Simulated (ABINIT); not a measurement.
# Ag (Fm-3m) in ABINIT: notebook

The runs below take Ag through equation of state, band structure, with revPBE+D3(BJ), revPBE, rPW86PBE.

Program: ABINIT 10.8.3 (patched build). These are calculated values, not measurements. Logs are shortened: lines on timing, memory, paths and dates and some standing lists are left out, and cuts for length are marked. The log counts tension as positive stress, the text compression.

### Step 1. The crystal as given

It takes space group Fm-3m (No. 225, cubic). The conventional cell has a = 4.085 Å, b = 4.085 Å, c = 4.085 Å, α = 90.00°, β = 90.00°, γ = 90.00°. Around Ag (site symmetry m-3m) lie 12 Ag at 2.89 Å.

### Step 2. Equation of state, revPBE+D3(BJ)

run.abi reads:

```
# Datasets: one volume each
ndtset 7
getwfk -1
scalecart1 3*0.9795861087
scalecart2 3*0.9864848297
scalecart3 3*0.9932883884
scalecart4 3*1.0000000000
scalecart5 3*1.0066227096
scalecart6 3*1.0131594038
scalecart7 3*1.0196128224

# Pseudopotentials
pp_dirpath "./"
pseudos "Ag.GGA_PBE-JTH.xml"

# Structure
acell 2.8888847545 2.8888847545 2.8888847545 Angstrom
rprim
     0.0000000000     0.7071067812     0.7071067812
     0.7071067812     0.0000000000     0.7071067812
     0.7071067812     0.7071067812     0.0000000000
ntypat 1
znucl 47
natom 1
typat 1
xred
     0.0000000000     0.0000000000     0.0000000000

# Plane-wave basis
ecut 17.0
pawecutdg 34.0

# k points
kptopt 1
ngkpt 11 11 11
nshiftk 1
shiftk 0.0 0.0 0.0

# Exchange and correlation
ixc 14
vdw_xc 7

# Bands and occupations
nband 10
occopt 3
tsmear 0.00183747

# SCF cycle
nstep 100
tolvrs 1.0e-9

# Output
iomode 3
prtwf 1
prtden 0
prteig 0
prtebands 0
enunit 2
```

Potentials or basis: JTH PAW PBE v2.0.

Command:

```console
abinit run.abi > log 2>&1
```

run.abo:

```text
.Version 10.8.3 of ABINIT
 DATASET    1 : space group Fm -3 m (#225); Bravais cF (face-center cubic)
================================================================================
 Values of the parameters that define the memory need for DATASET  1.
     intxc =       0    ionmov =       0      iscf =      17    lmnmax =      18
     lnmax =       6     mgfft =      20  mpssoang =       3    mqgrid =    3001
     natom =       1  nloc_mem =       2    nspden =       1   nspinor =       1
    nsppol =       1      nsym =      48    n1xccc =       1    ntypat =       1
    occopt =       3   xclevel =       2
       mpw =         375          nfft =        8000          nkpt =          56
 PAW method is used; the additional fine FFT grid is defined by:
   mgfftf=        30    nfftf =     27000
================================================================================
================================================================================
[... 71 lines left out ...]
 DATASET    7 : space group Fm -3 m (#225); Bravais cF (face-center cubic)
================================================================================
 Values of the parameters that define the memory need for DATASET  7.
     intxc =       0    ionmov =       0      iscf =      17    lmnmax =      18
     lnmax =       6     mgfft =      24  mpssoang =       3    mqgrid =    3001
     natom =       1  nloc_mem =       2    nspden =       1   nspinor =       1
    nsppol =       1      nsym =      48    n1xccc =       1    ntypat =       1
    occopt =       3   xclevel =       2
       mpw =         420          nfft =       13824          nkpt =          56
 PAW method is used; the additional fine FFT grid is defined by:
   mgfftf=        30    nfftf =     27000
================================================================================
================================================================================

--------------------------------------------------------------------------------
------------- Echo of variables that govern the present computation ------------
--------------------------------------------------------------------------------
 -outvars: echo values of preprocessed input variables --------
            acell      5.4592009953E+00  5.4592009953E+00  5.4592009953E+00 Bohr
              amu      1.07868200E+02
             ecut      1.70000000E+01 Hartree
           enunit           2
           getwfk          -1
                       outvar_i_n : Printing only first  50 k-points.
              ixc          14
           jdtset        1    2    3    4    5    6    7
                       outvar_i_n : Printing only first  50 k-points.
         kptrlatt       11    0    0      0   11    0      0    0   11
          kptrlen1     5.88253321E+01
          kptrlen2     5.92396086E+01
          kptrlen3     5.96481705E+01
          kptrlen4     6.00512109E+01
          kptrlen5     6.04489127E+01
          kptrlen6     6.08414491E+01
          kptrlen7     6.12289847E+01
            natom           1
            nband          10
           ndtset           7
            ngfft1         20      20      20
            ngfft2         20      20      20
            ngfft3         24      24      24
            ngfft4         24      24      24
            ngfft5         24      24      24
            ngfft6         24      24      24
            ngfft7         24      24      24
          ngfftdg          30      30      30
             nkpt          56
            nstep         100
             nsym          48
           ntypat           1
                       prtocc : prtvol=0, do not print more k-points.
           occopt           3
        pawecutdg      3.40000000E+01 Hartree
         pawxcdev           0
           prtden           0
        prtebands           0
           prteig           0
            rprim1     0.0000000000E+00  6.9267198023E-01  6.9267198023E-01
                       6.9267198023E-01  0.0000000000E+00  6.9267198023E-01
                       6.9267198023E-01  6.9267198023E-01  0.0000000000E+00
            rprim2     0.0000000000E+00  6.9755011263E-01  6.9755011263E-01
                       6.9755011263E-01  0.0000000000E+00  6.9755011263E-01
                       6.9755011263E-01  6.9755011263E-01  0.0000000000E+00
            rprim3     0.0000000000E+00  7.0236095512E-01  7.0236095512E-01
                       7.0236095512E-01  0.0000000000E+00  7.0236095512E-01
                       7.0236095512E-01  7.0236095512E-01  0.0000000000E+00
            rprim4     0.0000000000E+00  7.0710678120E-01  7.0710678120E-01
                       7.0710678120E-01  0.0000000000E+00  7.0710678120E-01
                       7.0710678120E-01  7.0710678120E-01  0.0000000000E+00
            rprim5     0.0000000000E+00  7.1178974407E-01  7.1178974407E-01
                       7.1178974407E-01  0.0000000000E+00  7.1178974407E-01
                       7.1178974407E-01  7.1178974407E-01  0.0000000000E+00
            rprim6     0.0000000000E+00  7.1641188486E-01  7.1641188486E-01
                       7.1641188486E-01  0.0000000000E+00  7.1641188486E-01
                       7.1641188486E-01  7.1641188486E-01  0.0000000000E+00
            rprim7     0.0000000000E+00  7.2097514092E-01  7.2097514092E-01
                       7.2097514092E-01  0.0000000000E+00  7.2097514092E-01
                       7.2097514092E-01  7.2097514092E-01  0.0000000000E+00
          spgroup         225
           tolvrs      1.00000000E-09
           tsmear      1.83747000E-03 Hartree
            typat      1
           useylm           1
           vdw_xc           7
                       outvars : Printing only first  50 k-points.
            znucl       47.00000

================================================================================

 chkinp: Checking input parameters for consistency, jdtset=   1.

 chkinp: Checking input parameters for consistency, jdtset=   2.

 chkinp: Checking input parameters for consistency, jdtset=   3.

 chkinp: Checking input parameters for consistency, jdtset=   4.
[... 31 lines left out ...]
 getcut: wavevector=  0.0000  0.0000  0.0000  ngfft=  20  20  20
         ecut(hartree)=     17.000   => boxcut(ratio)=   2.01497

 Fine grid specifications (used for densities):

 getcut: wavevector=  0.0000  0.0000  0.0000  ngfft=  30  30  30
         ecut(hartree)=     34.000   => boxcut(ratio)=   2.13957

--- Pseudopotential description ------------------------------------------------
- pspini: atom type   1  psp file is ./Ag.GGA_PBE-JTH.xml
 Pseudopotential format is: paw10
 basis_size (lnmax)=  6 (lmn_size= 18), orbitals=   0   0   1   1   2   2
 Spheres core radius: rc_sph= 2.51516130
 Shapefunction is BESSEL type: shapef(r,l)=aa(1,l)*jl(q(1,l)*r)+aa(2,l)*jl(q(2,l)*r)
 Radius for shape functions =  2.20290272
 Compensation charge density is not taken into account in XC energy/potential

   4.44827459E+02                                ecore*ucvol(ha*bohr**3)
--------------------------------------------------------------------------------

================================================================================

--- !BeginCycle
iteration_state: {dtset: 1, }
solver: {iscf: 17, nstep: 100, nline: 4, wfoptalg: 10, }
tolerances: {tolvrs: 1.00E-09, }
...

     iter   Etot(hartree)      deltaE(h)  residm     nres2
 ETOT  1  -38.168061263106    -3.817E+01 6.152E-01 3.909E+00
 ETOT  2  -38.227586443398    -5.953E-02 1.551E-02 6.040E-01
 ETOT  3  -38.224944976686     2.641E-03 3.293E-04 1.002E-02
 ETOT  4  -38.224912922182     3.205E-05 6.741E-05 1.681E-03
 ETOT  5  -38.224906302983     6.619E-06 1.842E-05 2.569E-04
 ETOT  6  -38.224905571117     7.319E-07 5.773E-06 1.144E-06
 ETOT  7  -38.224905569709     1.408E-09 1.498E-06 1.504E-08
 ETOT  8  -38.224905569731    -2.198E-11 9.026E-07 1.920E-09
 ETOT  9  -38.224905569726     5.230E-12 1.678E-07 2.479E-11
[... 1241 lines left out ...]
 Cartesian components of stress tensor (hartree/bohr^3)
  sigma(1 1)=  2.74906505E-04  sigma(3 2)=  0.00000000E+00
  sigma(2 2)=  2.74906505E-04  sigma(3 1)=  0.00000000E+00
  sigma(3 3)=  2.74906505E-04  sigma(2 1)=  0.00000000E+00

-Cartesian components of stress tensor (GPa)         [Pressure= -8.0880E+00 GPa]
- sigma(1 1)=  8.08802861E+00  sigma(3 2)=  0.00000000E+00
- sigma(2 2)=  8.08802861E+00  sigma(3 1)=  0.00000000E+00
- sigma(3 3)=  8.08802861E+00  sigma(2 1)=  0.00000000E+00

== END DATASET(S) ==============================================================
================================================================================

 -outvars: echo values of variables after computation  --------
            acell      5.4592009953E+00  5.4592009953E+00  5.4592009953E+00 Bohr
           etotal1    -3.8224905570E+01
           etotal2    -3.8225096714E+01
           etotal3    -3.8225085653E+01
           etotal4    -3.8224900302E+01
           etotal5    -3.8224563363E+01
           etotal6    -3.8224097495E+01
           etotal7    -3.8223521685E+01
            fcart1    -0.0000000000E+00 -0.0000000000E+00 -0.0000000000E+00
            fcart2    -0.0000000000E+00 -0.0000000000E+00 -0.0000000000E+00
            fcart3    -0.0000000000E+00 -0.0000000000E+00 -0.0000000000E+00
            fcart4    -0.0000000000E+00 -0.0000000000E+00 -0.0000000000E+00
            fcart5    -0.0000000000E+00 -0.0000000000E+00 -0.0000000000E+00
            fcart6    -0.0000000000E+00 -0.0000000000E+00 -0.0000000000E+00
            fcart7    -0.0000000000E+00 -0.0000000000E+00 -0.0000000000E+00
            rprim1     0.0000000000E+00  6.9267198023E-01  6.9267198023E-01
                       6.9267198023E-01  0.0000000000E+00  6.9267198023E-01
                       6.9267198023E-01  6.9267198023E-01  0.0000000000E+00
            rprim2     0.0000000000E+00  6.9755011263E-01  6.9755011263E-01
                       6.9755011263E-01  0.0000000000E+00  6.9755011263E-01
                       6.9755011263E-01  6.9755011263E-01  0.0000000000E+00
            rprim3     0.0000000000E+00  7.0236095512E-01  7.0236095512E-01
                       7.0236095512E-01  0.0000000000E+00  7.0236095512E-01
[... 9 lines left out ...]
                       7.1641188486E-01  7.1641188486E-01  0.0000000000E+00
            rprim7     0.0000000000E+00  7.2097514092E-01  7.2097514092E-01
                       7.2097514092E-01  0.0000000000E+00  7.2097514092E-01
                       7.2097514092E-01  7.2097514092E-01  0.0000000000E+00
           strten1    -1.2805986271E-04 -1.2805986271E-04 -1.2805986271E-04
                       0.0000000000E+00  0.0000000000E+00  0.0000000000E+00
           strten2    -3.3789333926E-05 -3.3789333926E-05 -3.3789333926E-05
                       0.0000000000E+00  0.0000000000E+00  0.0000000000E+00
           strten3     4.7810079277E-05  4.7810079277E-05  4.7810079277E-05
                       0.0000000000E+00  0.0000000000E+00  0.0000000000E+00
           strten4     1.1830371417E-04  1.1830371417E-04  1.1830371417E-04
                       0.0000000000E+00  0.0000000000E+00  0.0000000000E+00
           strten5     1.7874863221E-04  1.7874863221E-04  1.7874863221E-04
                       0.0000000000E+00  0.0000000000E+00  0.0000000000E+00
           strten6     2.3044543707E-04  2.3044543707E-04  2.3044543707E-04
                       0.0000000000E+00  0.0000000000E+00  0.0000000000E+00
           strten7     2.7490650491E-04  2.7490650491E-04  2.7490650491E-04
                       0.0000000000E+00  0.0000000000E+00  0.0000000000E+00
 Calculation completed.
```

Wall time 37 s (1 thread of Arm Neoverse V1, shared host); peak memory 0.13 GiB.

What came out:

```
Equilibrium volume                      : 16.51 Å³/atom
Bulk modulus                            : 118 GPa
Pressure derivative of the bulk modulus : 6.2
```

Energy against volume, from the lowest point:
| volume (Å³/atom) | energy (meV/atom) |
| --- | --- |
| 16.025 | 5.20 |
| 16.366 | 0.00 |
| 16.707 | 0.30 |
| 17.048 | 5.34 |
| 17.389 | 14.51 |
| 17.730 | 27.19 |
| 18.071 | 42.86 |

Caveat: pressures at fixed basis lie under the slope of the energies; the PAW data sets were made with another functional, which shifts forces and pressure a little.

(Part 1 of 2 ends here.)
